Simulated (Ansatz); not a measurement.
# Li (beta tin type): the cost of one run

Computed with Ansatz 0.2.0 (DFT, PBE, PAW with Ansatz's default frozen-core files, scalar-relativistic, unless a step's input says otherwise).

## Step 1: The structure to begin with

The structure is tetragonal, space group I4_1/amd (No. 141). The conventional cell has a = 5.328 Å, b = 5.328 Å, c = 2.930 Å, α = 90.00°, β = 90.00°, γ = 90.00°. Li (site symmetry -4m2) has 6 Li at 2.76 to 2.93 Å as nearest neighbours.

Structure file:

```cif
data_structure
_symmetry_space_group_name_H-M 'P 1'
_symmetry_Int_Tables_number 1
_cell_length_a 4.0424
_cell_length_b 4.0424
_cell_length_c 4.0424
_cell_angle_alpha 97.549
_cell_angle_beta 97.549
_cell_angle_gamma 137.497
_cell_volume 41.59
loop_
_atom_site_label
_atom_site_type_symbol
_atom_site_fract_x
_atom_site_fract_y
_atom_site_fract_z
_atom_site_occupancy
Li1 Li 0.62500 0.87500 0.75000 1
Li2 Li 0.37500 0.12500 0.25000 1
```

Whether this phase is the stable one at these pressures isn't tested.

Atoms are numbered in the order of the input: Li1, Li2.

## Step 2: Cell relaxed at zero pressure, PAW

input.yaml

```yaml
crystal:
  lattice:
    - [-2.6639994006, 2.6639994006, 1.4651996703]
    - [2.6639994006, -2.6639994006, 1.4651996703]
    - [2.6639994006, 2.6639994006, -1.4651996703]
  atoms:
    - { symbol: Li, position: [-0.375, -0.125, -0.25] }
    - { symbol: Li, position: [0.375, 0.125, 0.25] }
kpoints:
  mp_grid: { grid: [15, 15, 15] }
scf:
  occupations: { method: fermi_dirac, width: 0.08 }
hamiltonian:
  xc: pbe
  pseudopotentials: { kind: paw }
output:
  forces: true
  stress: true
relax:
  f_tol: 0.005
  max_steps: 40
  cell: {}
```

Started as:

```
$ ansatz run input.yaml --threads 1 --pin off --max-ram 2048MiB --backend cpu --events-out ev --progress --plain --runs-dir out
```

What time and memory should one allow on 1 thread of Intel Xeon Platinum 8488C (Sapphire Rapids), shared host?

About 10 s, with a peak of 0.46 GiB.
